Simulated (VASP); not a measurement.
Set up this calculation in VASP 6.6.1, as the native input.

| Property | Result |
| --- | --- |
| Task | core levels |
| Functional | PBE |
| Potentials or basis | VASP PAW PBE potentials, release 64 (Mg, B) |
| Cutoff | 520 eV |
| k mesh | 7 × 7 × 5 |
| Occupations | methfessel-paxton, width 0.1 eV |
| Spin | no spin polarisation |
| Further INCAR settings | ALGO = Normal; EDIFF = 1e-06 |

The structure of MgB2 lies in POSCAR:

```
MgB2
1.0
    4.6275000000      2.6716883710      0.0000000000
   -4.6275000000      2.6716883710      0.0000000000
    0.0000000000      0.0000000000      7.0460000000
Mg B
6 12
Direct
    0.0000000000      0.0000000000      0.0000000000
    0.0000000000      0.0000000000      0.5000000000
    0.3333333333      0.6666666667      0.0000000000
    0.3333333333      0.6666666667      0.5000000000
    0.6666666667      0.3333333333      0.0000000000
    0.6666666667      0.3333333333      0.5000000000
    0.3333333333      0.3333333334      0.2500000000
    0.3333333333      0.3333333334      0.7500000000
    0.6666666667      0.0000000000      0.2500000000
    0.6666666667      0.0000000000      0.7500000000
    0.0000000000      0.6666666667      0.2500000000
    0.0000000000      0.6666666667      0.7500000000
    0.3333333333      1.0000000000      0.2500000000
    0.3333333333      1.0000000000      0.7500000000
    0.6666666667      0.6666666666      0.2500000000
    0.6666666667      0.6666666666      0.7500000000
    0.0000000000      0.3333333333      0.2500000000
    0.0000000000      0.3333333333      0.7500000000
```

One way to write it, as run:

INCAR

```
  PREC = Accurate
  ENCUT = 520
  EDIFF = 1E-6
  ISMEAR = 1
  SIGMA = 0.1
  LREAL = F
  LASPH = T
  NELM = 100
  ALGO = Normal
  ISIF = 2
  LWAVE = F
  LCHARG = F
  GGA = PE
  ICORELEVEL = 1
  KPAR = 4
```

KPOINTS

```
regular mesh
0
Gamma
  7 7 5
```

Potentials or basis: VASP PAW PBE potentials, release 64 (Mg, B).

Command:

```bash
$ cat potpaw_PBE.64/Mg/POTCAR potpaw_PBE.64/B/POTCAR > POTCAR
$ mpirun -np 4 vasp_std > vasp.out
```

It gave:

| Quantity | Value |
| --- | --- |
| Pressure | -1.4 GPa |
| Band gap on the k mesh | none (metal or under the smearing width) |

It took 69 s on 4 MPI ranks on AMD EPYC 7R43 64-Core Processor (Zen 3), with other jobs on the host, peak memory 0.31 GiB a rank.
